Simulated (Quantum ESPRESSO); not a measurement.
CaF2 (Fluorite) under changes of volume

One of the cells (13.579 Å³/atom); the others are scaled copies at fixed shape and fractional positions:

```xyz
3
Lattice="0.0000 2.7310 2.7310 2.7310 0.0000 2.7310 2.7310 2.7310 0.0000" Properties=species:S:1:pos:R:3 pbc="T T T"
Ca    0.0000    0.0000    0.0000
F     4.0965    4.0965    4.0965
F     1.3655    1.3655    1.3655
```

```yaml
Program: Quantum ESPRESSO 7.5
Functional: r2SCAN
Potentials_or_basis: SG15 PBE 1.2
Cutoff: 1197 eV
Density_cutoff: 4789 eV
k_mesh: 6 × 6 × 6
Occupations: fermi-dirac, width 0.05 eV
Spin: no spin polarisation
```

| volume (Å³/atom) | energy over the lowest point (meV/atom) | pressure (GPa) | gap on the mesh (eV) |
| --- | --- | --- | --- |
| 12.764 | 8.26 | 4.6 | 8.31 |
| 13.036 | 2.34 | 2.4 | 8.18 |
| 13.308 | 0.00 | 0.4 | 8.05 |
| 13.579 | ? | ? | ? |
| 13.851 | 4.53 | -3.0 | 7.81 |
| 14.122 | 10.77 | -4.4 | 7.70 |
| 14.394 | 19.28 | -5.7 | 7.59 |

What does the run at 13.579 Å³/atom give?

Energy over the lowest point 0.84 meV/atom; pressure -1.4 GPa; gap on the mesh 7.93 eV.

Worked out: A Birch-Murnaghan fit of order 3 (a polynomial in V^(-2/3)) to the other rows has its minimum at 13.37 Å³/atom with B0 = V·E''(V) = 90 GPa and B' = 4.5. It gives 0.84 meV/atom at 13.579 Å³/atom, against the run's 0.84, and -dE/dV = -1.4 GPa, against -1.4. A straight line through the other rows of the gap, of slope -6 eV per unit of ln V, gives 7.93 eV, against the run's 7.93.

Energies are extrapolated to zero smearing.

Caveats: the potentials were made for another functional, which shifts forces and pressure.

A mesh can miss the band edges.
